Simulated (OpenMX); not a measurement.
The system is AgBr.

```
CELL_PARAMETERS angstrom
0.00000 2.87015 2.87015
2.87015 0.00000 2.87015
2.87015 2.87015 0.00000
ATOMIC_POSITIONS crystal
Ag 0.00000 0.00000 0.00000
Br 0.50000 0.50000 0.50000
```

Base run:

| Quantity | Value |
| --- | --- |
| Program | OpenMX 3.8.5 |
| Functional | PBE |
| Potentials or basis | OpenMX 2013 PBE set, Ag7.0-s3p2d2, Br7.0-s3p2d2, grid cutoff 400 Ry |
| k mesh | 9 × 9 × 9 |
| Occupations | fermi-dirac, width 0.05 eV |
| Spin | no spin polarisation |

Its results: band gap on the k mesh 0.77 eV, indirect (least direct gap 2.66 eV).

The run is repeated on the same cell with these changes: k mesh from 9 × 9 × 9 to 7 × 7 × 7; spin from no spin polarisation to non-collinear spin, zero start, spin-orbit coupling. What comes out?

Band gap on the k mesh 0.71 eV, indirect (least direct gap 2.48 eV); net moment 0.00 μB per cell.

Several settings changed at once, so the effect can't be laid on one alone.

Caveats: the basis of atomic orbitals isn't converged, which shifts pressures, moduli and gaps; total energies with and without spin-orbit coupling shouldn't be compared in this program (some runs).

A k mesh can miss the band edges.
